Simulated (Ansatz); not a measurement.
**Ti: a jump of H**

These are results of Ansatz 0.2.0, DFT PBE, scalar-relativistic, plane waves, PAW, not measurements. Run with 420 eV cutoff, 4×4×4 k-mesh, shifted by half a step, Gaussian smearing of 0.10 eV, no spin polarisation.

Host crystal, relaxed:

```
Ti
1.0
    -1.62775    1.62775    1.62775
     1.62775   -1.62775    1.62775
     1.62775    1.62775   -1.62775
Ti
1
Direct
  0.00000 0.00000 0.00000
```

In a supercell of 16 host sites, interstitial H hops to an equivalent place, moving 1.14 Å between the relaxed ends. Climbing-image nudged elastic band at fixed cell with images 0 (start) to 6 (end), the path measured over all atoms, converged to 0.05 eV/Å; the order of the saddle wasn't checked, and the small cell leaves errors of about a tenth of an eV. Zero-point motion and tunnelling, which matter for H, are left out.

Supercell rows in host cell vectors: 0 2 2; 2 0 2; 2 2 0. H was set at (0.250, 0.500, 0.750) of the host cell.

At the relaxed start H has 4 Ti at 1.87 Å, 2 Ti at 3.15 Å, 2 Ti at 3.18 Å.

(1) How high is the barrier, and where does the atom pass?

Results:

(1) 0.18 eV at image 3, where H has 3 Ti at 1.84 Å, 2 Ti at 2.30 Å, 1 Ti at 2.84 Å.

Cost: 1 run of about 72 core-minutes, on Arm Neoverse V2 (shared hosts).